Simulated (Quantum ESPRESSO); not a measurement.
# Si2Ni (Fm-3m) in Quantum ESPRESSO: settings compared

One crystal, Si2Ni, is run at these levels: PBEsol, LDA; tasks: band structure, single point, equation of state.

All numbers are computed with Quantum ESPRESSO 7.5; they aren't measurements. Logs are shortened: lines on timing, memory, paths and dates and some standing lists are left out, and cuts for length are marked.

### 1 Starting point

It takes space group Fm-3m (No. 225, cubic). Conventional cell: a = 5.406 Å, b = 5.406 Å, c = 5.406 Å, α = 90.00°, β = 90.00°, γ = 90.00°. Ni (site symmetry m-3m) has 8 Si at 2.34 Å as nearest neighbours. Si (site symmetry -43m) has 4 Ni at 2.34 Å as nearest neighbours.

### 2 Band structure, PBEsol, collinear spin, ferromagnetic start

Contents of pw.in:

```
&CONTROL
  calculation = 'scf'
  prefix = 'pwscf'
  outdir = './tmp'
  pseudo_dir = './pseudo'
  tprnfor = .true.
  tstress = .true.
  disk_io = 'low'
/
&SYSTEM
  ibrav = 0
  nat = 3
  ntyp = 2
  ecutwfc = 45
  ecutrho = 360
  nbnd = 23
  occupations = 'smearing'
  smearing = 'fd'
  degauss = 0.00367493
  nspin = 2
  starting_magnetization(1) = 0.0556
  starting_magnetization(2) = 0
/
&ELECTRONS
  conv_thr = 6d-10
  electron_maxstep = 120
  mixing_beta = 0.3
/
ATOMIC_SPECIES
Ni    58.6934 ni_pbesol_v1.4.uspp.F.UPF
Si    28.0850 si_pbesol_v1.uspp.F.UPF
CELL_PARAMETERS angstrom
   0.0000000000    2.7030000000    2.7030000000
   2.7030000000    0.0000000000    2.7030000000
   2.7030000000    2.7030000000    0.0000000000
ATOMIC_POSITIONS crystal
Ni     0.0000000000    0.0000000000    0.0000000000
Si     0.7500000000    0.7500000000    0.7500000000
Si     0.2500000000    0.2500000000    0.2500000000
K_POINTS automatic
9 9 9 0 0 0
```

Contents of bands.in:

```
&CONTROL
  calculation = 'bands'
  prefix = 'pwscf'
  outdir = './tmp'
  pseudo_dir = './pseudo'
  disk_io = 'low'
  verbosity = 'high'
/
&SYSTEM
  ibrav = 0
  nat = 3
  ntyp = 2
  ecutwfc = 45
  ecutrho = 360
  nbnd = 23
  occupations = 'smearing'
  smearing = 'fd'
  degauss = 0.00367493
  nspin = 2
  starting_magnetization(1) = 0.0556
  starting_magnetization(2) = 0
/
&ELECTRONS
  conv_thr = 1d-08
  electron_maxstep = 120
  mixing_beta = 0.3
  diago_full_acc = .true.
  startingwfc = 'random'
/
ATOMIC_SPECIES
Ni    58.6934 ni_pbesol_v1.4.uspp.F.UPF
Si    28.0850 si_pbesol_v1.uspp.F.UPF
CELL_PARAMETERS angstrom
   0.0000000000    2.7030000000    2.7030000000
   2.7030000000    0.0000000000    2.7030000000
   2.7030000000    2.7030000000    0.0000000000
ATOMIC_POSITIONS crystal
Ni     0.0000000000    0.0000000000    0.0000000000
Si     0.7500000000    0.7500000000    0.7500000000
Si     0.2500000000    0.2500000000    0.2500000000
K_POINTS crystal
60
 0.0000000000  0.0000000000  0.0000000000 1
 0.0625000000  0.0000000000  0.0625000000 1
 0.1250000000  0.0000000000  0.1250000000 1
 0.1875000000  0.0000000000  0.1875000000 1
 0.2500000000  0.0000000000  0.2500000000 1
 0.3125000000  0.0000000000  0.3125000000 1
 0.3750000000  0.0000000000  0.3750000000 1
 0.4375000000  0.0000000000  0.4375000000 1
 0.5000000000  0.0000000000  0.5000000000 1
 0.5000000000  0.0625000000  0.5625000000 1
 0.5000000000  0.1250000000  0.6250000000 1
 0.5000000000  0.1875000000  0.6875000000 1
 0.5000000000  0.2500000000  0.7500000000 1
 0.4375000000  0.3125000000  0.7500000000 1
 0.3750000000  0.3750000000  0.7500000000 1
 0.3375000000  0.3375000000  0.6750000000 1
 0.3000000000  0.3000000000  0.6000000000 1
 0.2625000000  0.2625000000  0.5250000000 1
 0.2250000000  0.2250000000  0.4500000000 1
 0.1875000000  0.1875000000  0.3750000000 1
 0.1500000000  0.1500000000  0.3000000000 1
 0.1125000000  0.1125000000  0.2250000000 1
 0.0750000000  0.0750000000  0.1500000000 1
 0.0375000000  0.0375000000  0.0750000000 1
 0.0000000000  0.0000000000  0.0000000000 1
 0.0625000000  0.0625000000  0.0625000000 1
 0.1250000000  0.1250000000  0.1250000000 1
 0.1875000000  0.1875000000  0.1875000000 1
 0.2500000000  0.2500000000  0.2500000000 1
 0.3125000000  0.3125000000  0.3125000000 1
 0.3750000000  0.3750000000  0.3750000000 1
 0.4375000000  0.4375000000  0.4375000000 1
 0.5000000000  0.5000000000  0.5000000000 1
 0.5250000000  0.4500000000  0.5250000000 1
 0.5500000000  0.4000000000  0.5500000000 1
 0.5750000000  0.3500000000  0.5750000000 1
 0.6000000000  0.3000000000  0.6000000000 1
 0.6250000000  0.2500000000  0.6250000000 1
 0.5833333333  0.2500000000  0.6666666667 1
 0.5416666667  0.2500000000  0.7083333333 1
 0.5000000000  0.2500000000  0.7500000000 1
 0.5000000000  0.2857142857  0.7142857143 1
 0.5000000000  0.3214285714  0.6785714286 1
 0.5000000000  0.3571428571  0.6428571429 1
 0.5000000000  0.3928571429  0.6071428571 1
 0.5000000000  0.4285714286  0.5714285714 1
 0.5000000000  0.4642857143  0.5357142857 1
 0.5000000000  0.5000000000  0.5000000000 1
 0.4821428571  0.4821428571  0.5357142857 1
 0.4642857143  0.4642857143  0.5714285714 1
 0.4464285714  0.4464285714  0.6071428571 1
 0.4285714286  0.4285714286  0.6428571429 1
 0.4107142857  0.4107142857  0.6785714286 1
 0.3928571429  0.3928571429  0.7142857143 1
 0.3750000000  0.3750000000  0.7500000000 1
 0.6250000000  0.2500000000  0.6250000000 1
 0.5937500000  0.1875000000  0.5937500000 1
 0.5625000000  0.1250000000  0.5625000000 1
 0.5312500000  0.0625000000  0.5312500000 1
 0.5000000000  0.0000000000  0.5000000000 1
```

Potentials or basis: GBRV 1.5 PBEsol.

The run is started by

```sh
$ OMP_NUM_THREADS=1 mpirun -n 2 pw.x -nk 2 -in pw.in > pw.out
$ OMP_NUM_THREADS=1 mpirun -n 2 pw.x -nk 2 -in bands.in > bands.out
```

pw.out:

```text
This program is part of the open-source Quantum ESPRESSO suite
     for quantum simulation of materials; please cite
[... 13 lines left out ...]
     --------------------
     sticks:   dense  smooth     PW     G-vecs:    dense   smooth      PW
     Sum        1285     649    199                30731    10969    1917

     Using Slab Decomposition

     bravais-lattice index     =            0
     lattice parameter (alat)  =       7.2237  a.u.
     unit-cell volume          =     266.5414 (a.u.)^3
     number of atoms/cell      =            3
     number of atomic types    =            2
     number of electrons       =        26.00
     number of Kohn-Sham states=           23
     kinetic-energy cutoff     =      45.0000  Ry
     charge density cutoff     =     360.0000  Ry
     scf convergence threshold =      6.0E-10
     mixing beta               =       0.3000
     number of iterations used =            8  plain     mixing
     Exchange-correlation= SLA  PW   PSX  PSC
                           (   1   4  10   8   0   0   0)

     celldm(1)=   7.223703  celldm(2)=   0.000000  celldm(3)=   0.000000
     celldm(4)=   0.000000  celldm(5)=   0.000000  celldm(6)=   0.000000

     crystal axes: (cart. coord. in units of alat)
               a(1) = (   0.000000   0.707107   0.707107 )
               a(2) = (   0.707107   0.000000   0.707107 )
               a(3) = (   0.707107   0.707107   0.000000 )

     reciprocal axes: (cart. coord. in units 2 pi/alat)
               b(1) = ( -0.707107  0.707107  0.707107 )
               b(2) = (  0.707107 -0.707107  0.707107 )
               b(3) = (  0.707107  0.707107 -0.707107 )

     PseudoPot. # 1 for Ni read from file:
     ni_pbesol_v1.4.uspp.F.UPF
     Pseudo is Ultrasoft + core correction, Zval = 18.0
     Generated by new atomic code, or converted to UPF format
     Using radial grid of  865 points,  6 beta functions with:
                l(1) =   0
                l(2) =   0
                l(3) =   1
                l(4) =   1
                l(5) =   2
                l(6) =   2
     Q(r) pseudized with 10 coefficients,  rinner =    0.980   0.980   0.980
                                                       0.980   0.980

     PseudoPot. # 2 for Si read from file:
     si_pbesol_v1.uspp.F.UPF
     Pseudo is Ultrasoft + core correction, Zval =  4.0
     Generated by new atomic code, or converted to UPF format
     Using radial grid of  899 points,  6 beta functions with:
                l(1) =   0
                l(2) =   0
                l(3) =   1
                l(4) =   1
                l(5) =   2
                l(6) =   2
     Q(r) pseudized with  8 coefficients,  rinner =    0.900   0.900   0.900
                                                       0.900   0.900

     atomic species   valence    mass     pseudopotential
     Ni               18.00    58.69340     Ni( 1.00)
     Si                4.00    28.08500     Si( 1.00)

     Starting magnetic structure
     atomic species   magnetization
     Ni              0.056
     Si              0.000

     48 Sym. Ops., with inversion, found

   Cartesian axes

     site n.     atom                  positions (alat units)
         1        Ni     tau(   1) = (   0.0000000   0.0000000   0.0000000  )
         2        Si     tau(   2) = (   1.0606602   1.0606602   1.0606602  )
         3        Si     tau(   3) = (   0.3535534   0.3535534   0.3535534  )

     number of k points=    35  Fermi-Dirac smearing, width (Ry)=  0.0037
                       cart. coord. in units 2pi/alat
        k(    1) = (   0.0000000   0.0000000   0.0000000), wk =   0.0013717
        k(    2) = (   0.0785674   0.0785674  -0.0785674), wk =   0.0109739
        k(    3) = (   0.1571348   0.1571348  -0.1571348), wk =   0.0109739
        k(    4) = (   0.2357023   0.2357023  -0.2357023), wk =   0.0109739
        k(    5) = (   0.3142697   0.3142697  -0.3142697), wk =   0.0109739
        k(    6) = (   0.1571348   0.0000000  -0.0000000), wk =   0.0082305
[... 27 lines left out ...]
        k(   34) = (  -0.0000000  -0.4714045   0.6285394), wk =   0.0329218
        k(   35) = (  -0.0785674  -0.3928371   0.7071068), wk =   0.0329218

     Dense  grid:    30731 G-vectors     FFT dimensions: (  45,  45,  45)

     Smooth grid:    10969 G-vectors     FFT dimensions: (  32,  32,  32)

     Check: negative core charge=   -0.000002
     Generating pointlists ...
     new r_m :   0.2526 (alat units)  1.8247 (a.u.) for type    1
     new r_m :   0.2526 (alat units)  1.8247 (a.u.) for type    2

     Initial potential from superposition of free atoms

     starting charge      23.9987, renormalised to      26.0000
     Starting wfcs are   21 randomized atomic wfcs +    2 random wfcs

     Self-consistent Calculation

     iteration #  1     ecut=    45.00 Ry     beta= 0.30
     Davidson diagonalization with overlap
     ethr =  1.00E-02,  avg # of iterations =  5.5

     total energy              =    -345.66812371 Ry
     estimated scf accuracy    <      51.40460614 Ry

     total magnetization       =     0.05 Bohr mag/cell
     absolute magnetization    =     0.10 Bohr mag/cell
[... 178 lines left out ...]
     total magnetization       =    -0.00 Bohr mag/cell
     absolute magnetization    =     0.00 Bohr mag/cell

     iteration # 20     ecut=    45.00 Ry     beta= 0.30
     Davidson diagonalization with overlap
     ethr =  3.65E-11,  avg # of iterations =  1.7

     Magnetic moment per site  (integrated on atomic sphere of radius R)
     atom   1 (R=0.253)  charge= 16.5860  magn= -0.0000
     atom   2 (R=0.253)  charge=  1.7603  magn= -0.0000
     atom   3 (R=0.253)  charge=  1.7603  magn= -0.0000

     End of self-consistent calculation

 ------ SPIN UP ------------

          k = 0.0000 0.0000 0.0000 (  1363 PWs)   bands (ev):

   -91.2862 -51.8368 -51.8368 -51.8368  -0.8078   7.8481   7.8481   7.8481
     9.5519   9.5519  12.7731  14.8004  14.8004  14.8004  15.3086  15.3086
    15.3086  17.7576  17.7576  17.7576  20.0155  20.0155  22.0104

          k = 0.0786 0.0786-0.0786 (  1372 PWs)   bands (ev):

   -91.2862 -51.8370 -51.8369 -51.8369  -0.6244   7.4802   7.9058   7.9058
     9.5186   9.5186  12.3748  13.6660  14.0474  14.0474  16.0121  16.0121
    16.9647  17.2692  17.2692  17.4832  21.1416  21.1416  22.8498
[... 169 lines left out ...]
          k =-0.0786-0.3928 0.5500 (  1363 PWs)   bands (ev):

   -91.2862 -51.8377 -51.8375 -51.8372   3.3844   3.8404   6.5092   7.5091
     8.9258   9.3240   9.6860  10.1301  10.7821  14.1718  15.8317  18.4672
    19.1039  19.5481  20.7620  23.0979  25.5016  26.0195  26.7591

          k = 0.0000-0.3143 0.4714 (  1356 PWs)   bands (ev):

   -91.2862 -51.8377 -51.8374 -51.8371   2.2262   4.7604   6.7933   7.9897
     8.8549   9.2068   9.9585  10.0444  11.1949  14.6630  15.1064  17.8377
    18.4998  20.5864  20.6542  21.7059  23.8911  26.2548  27.3894

          k =-0.0786-0.5500 0.7071 (  1358 PWs)   bands (ev):

   -91.2862 -51.8378 -51.8373 -51.8372   2.9979   5.2807   5.6859   7.6169
     8.7865   9.4358   9.6018   9.9000  10.3549  13.2173  15.2061  18.2559
    21.1386  21.9414  22.0415  23.2074  24.7366  26.0701  27.0322
[... 7 lines left out ...]
          k =-0.0786-0.3928 0.7071 (  1366 PWs)   bands (ev):

   -91.2862 -51.8377 -51.8375 -51.8372   3.5908   4.3979   6.2565   6.4979
     9.1601   9.3330   9.5962   9.9292  10.6668  14.8066  15.6185  17.3464
    19.0378  21.0495  21.8795  24.3156  25.0157  25.4580  26.1334

 ------ SPIN DOWN ----------

          k = 0.0000 0.0000 0.0000 (  1363 PWs)   bands (ev):

   -91.2863 -51.8369 -51.8369 -51.8369  -0.8079   7.8481   7.8481   7.8481
     9.5519   9.5519  12.7730  14.8004  14.8004  14.8004  15.3086  15.3086
    15.3086  17.7576  17.7576  17.7576  20.0155  20.0155  22.0104

          k = 0.0786 0.0786-0.0786 (  1372 PWs)   bands (ev):

   -91.2863 -51.8370 -51.8369 -51.8369  -0.6244   7.4802   7.9058   7.9058
     9.5186   9.5186  12.3748  13.6660  14.0473  14.0473  16.0121  16.0121
    16.9646  17.2691  17.2691  17.4831  21.1416  21.1416  22.8498
[... 169 lines left out ...]
          k =-0.0786-0.3928 0.5500 (  1363 PWs)   bands (ev):

   -91.2862 -51.8377 -51.8375 -51.8372   3.3844   3.8404   6.5091   7.5091
     8.9258   9.3239   9.6859  10.1300  10.7821  14.1718  15.8317  18.4672
    19.1039  19.5481  20.7620  23.0979  25.5015  26.0195  26.7591

          k = 0.0000-0.3143 0.4714 (  1356 PWs)   bands (ev):

   -91.2862 -51.8377 -51.8374 -51.8371   2.2262   4.7604   6.7933   7.9897
     8.8549   9.2067   9.9585  10.0444  11.1949  14.6630  15.1063  17.8377
    18.4998  20.5864  20.6542  21.7059  23.8911  26.2548  27.3893

          k =-0.0786-0.5500 0.7071 (  1358 PWs)   bands (ev):

   -91.2862 -51.8379 -51.8374 -51.8373   2.9979   5.2807   5.6859   7.6169
     8.7864   9.4357   9.6017   9.9000  10.3549  13.2172  15.2061  18.2559
    21.1385  21.9414  22.0415  23.2073  24.7366  26.0701  27.0321
[... 7 lines left out ...]
          k =-0.0786-0.3928 0.7071 (  1366 PWs)   bands (ev):

   -91.2862 -51.8377 -51.8376 -51.8373   3.5908   4.3979   6.2565   6.4979
     9.1601   9.3329   9.5961   9.9291  10.6667  14.8066  15.6184  17.3464
    19.0378  21.0495  21.8795  24.3156  25.0157  25.4580  26.1334

     the Fermi energy is    13.0970 ev

!    total energy              =    -362.30432669 Ry
     estimated scf accuracy    <          1.6E-10 Ry
     smearing contrib. (-TS)   =      -0.00056568 Ry
     internal energy E=F+TS    =    -362.30376101 Ry

     The total energy is F=E-TS. E is the sum of the following terms:
     one-electron contribution =    -290.78218958 Ry
     hartree contribution      =     158.23464326 Ry
     xc contribution           =     -43.96275080 Ry
     ewald contribution        =    -185.79346389 Ry

     total magnetization       =    -0.00 Bohr mag/cell
     absolute magnetization    =     0.00 Bohr mag/cell

     convergence has been achieved in  20 iterations

     Forces acting on atoms (cartesian axes, Ry/au):

     atom    1 type  1   force =    -0.00000000   -0.00000000    0.00000000
     atom    2 type  2   force =     0.00000000   -0.00000000    0.00000000
     atom    3 type  2   force =    -0.00000000   -0.00000000   -0.00000000

     Total force =     0.000000     Total SCF correction =     0.000000

     Computing stress (Cartesian axis) and pressure

          total   stress  (Ry/bohr**3)                   (kbar)     P=       -8.10
  -0.00005506   0.00000000   0.00000000           -8.10        0.00        0.00
   0.00000000  -0.00005506   0.00000000            0.00       -8.10        0.00
   0.00000000   0.00000000  -0.00005506            0.00        0.00       -8.10

=------------------------------------------------------------------------------=
   JOB DONE.
=------------------------------------------------------------------------------=
```

Wall time 40 s (2 MPI ranks of AMD EPYC 9R14 (Zen 4), shared host); peak memory 0.26 GiB.

What came out:

```yaml
Free_energy: -4929.4015 eV
Pressure: -0.8 GPa
Band_gap_on_the_k_mesh: none (metal or under the smearing width)
Net_moment: 0.00 μB per cell
Absolute_moment: 0.00 μB per cell
Valence_electrons_inside_the_program's_atomic_spheres: Ni 16.59; Si 1.76
```

Levels at the corners of the path, in eV from the Fermi level:
Spin up:
```csv
point,band 11,band 12,band 13,band 14,band 15,band 16
Γ,-0.32,1.70,1.70,1.70,2.21,2.21
X,-3.64,-3.49,-3.14,-0.42,1.32,7.71
W,-3.64,-3.21,-2.46,2.20,2.20,4.56
K,-3.46,-2.95,-2.66,0.18,3.57,4.67
Γ,-0.32,1.70,1.70,1.70,2.21,2.21
L,-3.36,-1.48,-1.48,1.70,1.80,1.80
U,-3.46,-2.95,-2.66,0.18,3.57,4.67
W,-3.64,-3.21,-2.46,2.20,2.20,4.56
L,-3.36,-1.48,-1.48,1.70,1.80,1.80
K,-3.46,-2.95,-2.66,0.18,3.57,4.67
U,-3.46,-2.95,-2.66,0.18,3.57,4.67
X,-3.64,-3.49,-3.14,-0.42,1.32,7.71
```
Spin down:
```csv
point,band 10,band 11,band 12,band 13,band 14,band 15,band 16,band 17
Γ,-3.55,-0.32,1.70,1.70,1.70,2.21,2.21,2.21
X,-3.64,-3.64,-3.49,-3.14,-0.42,1.32,7.71,8.27
W,-3.77,-3.64,-3.21,-2.46,2.20,2.20,4.56,5.18
K,-3.83,-3.46,-2.95,-2.66,0.18,3.57,4.67,6.33
Γ,-3.55,-0.32,1.70,1.70,1.70,2.21,2.21,2.21
L,-3.36,-3.36,-1.48,-1.48,1.70,1.80,1.80,2.57
U,-3.83,-3.46,-2.95,-2.66,0.18,3.57,4.67,6.33
W,-3.77,-3.64,-3.21,-2.46,2.20,2.20,4.56,5.18
L,-3.36,-3.36,-1.48,-1.48,1.70,1.80,1.80,2.57
K,-3.83,-3.46,-2.95,-2.66,0.18,3.57,4.67,6.33
U,-3.83,-3.46,-2.95,-2.66,0.18,3.57,4.67,6.33
X,-3.64,-3.64,-3.49,-3.14,-0.42,1.32,7.71,8.27
```

[end of part 1 of 2]
